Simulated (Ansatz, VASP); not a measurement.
One calculation of CdTe, two programs

```
CELL_PARAMETERS angstrom
4.83879 0.00000 0.00000
-2.41939 4.19051 0.00000
0.00000 0.00000 6.48494
ATOMIC_POSITIONS crystal
Cd 0.33333 0.66667 0.25000
Cd 0.66667 0.33333 0.75000
Te 0.66667 0.33333 0.25000
Te 0.33333 0.66667 0.75000
```

Alike in both runs: task single point; functional PBE; k mesh 6 × 6 × 4; occupations fermi-dirac, width 0.02 eV; no spin polarisation.

|  | VASP | Ansatz |
| --- | --- | --- |
| version | VASP 6.6.1 | Ansatz 0.2.0 |
| potentials or method | VASP PAW PBE potentials, release 64 (Cd, Te) | plane waves, PAW |
| plane-wave cutoff (eV) | 520 | 420 |
| valence electrons in the cell | 36 | 72 |

|  | VASP | Ansatz | Ansatz less VASP |
| --- | --- | --- | --- |
| pressure (GPa) | 2.8 | 2.6 | -0.16 |
| largest component of the traceless stress (GPa) | 0.71 | 0.66 | -0.058 |

The two sets of potentials don't hold the same shells in valence.

Spin-orbit coupling is left out, which matters for the levels of Te.
